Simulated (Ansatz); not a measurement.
# Co under changes of volume

One of the cells (10.688 Å³/atom); the others are scaled copies at fixed shape and fractional positions:

```
CELL_PARAMETERS angstrom
2.47056 0.00000 0.00000
-1.23528 2.13957 0.00000
0.00000 0.00000 8.08823
ATOMIC_POSITIONS crystal
Co 0.66667 0.33333 0.75000
Co 0.00000 0.00000 0.50000
Co 0.33333 0.66667 0.25000
Co 0.00000 0.00000 0.00000
```

* Program: Ansatz 0.2.0
* Functional: PBE
* Dispersion: D3(BJ)
* Potentials or basis: Ansatz PAW
* Cutoff: 420 eV (not typed: the program's choice for these potentials)
* k mesh: 12 × 12 × 4
* Occupations: fermi-dirac, width 0.05 eV
* Spin: collinear spin, ferromagnetic start
* Starting moments: [2.0, 2.0, 2.0, 2.0] μB

```csv
volume (Å³/atom),energy over the lowest point (meV/atom),pressure (GPa),moment (μB per cell)
10.047,21.20,13.2,6.27
10.261,7.51,7.6,6.40
10.475,0.60,2.7,6.52
10.688,0.00,-1.9,6.61
10.902,5.27,-6.0,6.68
11.116,?,?,?
11.330,30.99,-13.0,6.80
```

Q: What does the run at 11.116 Å³/atom give?

A: Energy over the lowest point 15.82 meV/atom; pressure -9.7 GPa; moment 6.74 μB per cell.

Worked out: A Birch-Murnaghan fit of order 3 (a polynomial in V^(-2/3)) to the other rows has its minimum at 10.60 Å³/atom with B0 = V·E''(V) = 222 GPa and B' = 3.4 at fixed shape and positions, which overstates the stiffness. It gives 15.69 meV/atom at 11.116 Å³/atom, against the run's 15.82, and -dE/dV = -9.7 GPa, against -9.7. A parabola through the other rows of the moment, of slope 0.256 μB per Å³/atom there, gives 6.75 μB, against the run's 6.74.

Energies are extrapolated to zero smearing.

Caveats: pairwise dispersion overbinds metals, which lowers pressure and volume.
